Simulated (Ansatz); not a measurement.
Space group P6_3/mmc (No. 194). a = 4.004 Å, b = 4.004 Å, c = 13.145 Å, α = 90.00°, β = 90.00°, γ = 120.00°
```
atom site symmetry x y z
  Ge    4e       3m.  0.0000  0.0000  0.4068
  Ge    4f       3m.  0.3333  0.6667  0.3441
```

Equation of state of this Ge structure (not necessarily the ground state), with shape and atoms relaxed at each volume where symmetry leaves them free. Theory: Ansatz, DFT PBEsol, scalar-relativistic, plane waves, PAW.

Plane waves to 420 eV, a k mesh through Γ of 12×12×4 on the computed 8-atom cell and Gaussian smearing (0.10 eV); no spin polarisation.

```tsv
V (Å³/atom)	E − E(largest V) (meV/atom)	P (GPa)	gap on mesh (eV)
21.446	3.84	4.83	0.10
22.131	-10.99	2.20	0.01
22.815	-15.51	0.00	0.00
23.500	-11.41	-1.86	0.00
24.184	0.00	-3.43	0.00
```

Problem. Fit a third-order Birch–Murnaghan equation to E(V).

Solution. V0 = 22.81 Å³/atom, B0 = 67 GPa, B0' = 4.8.

This form isn't the element's structure at ambient conditions.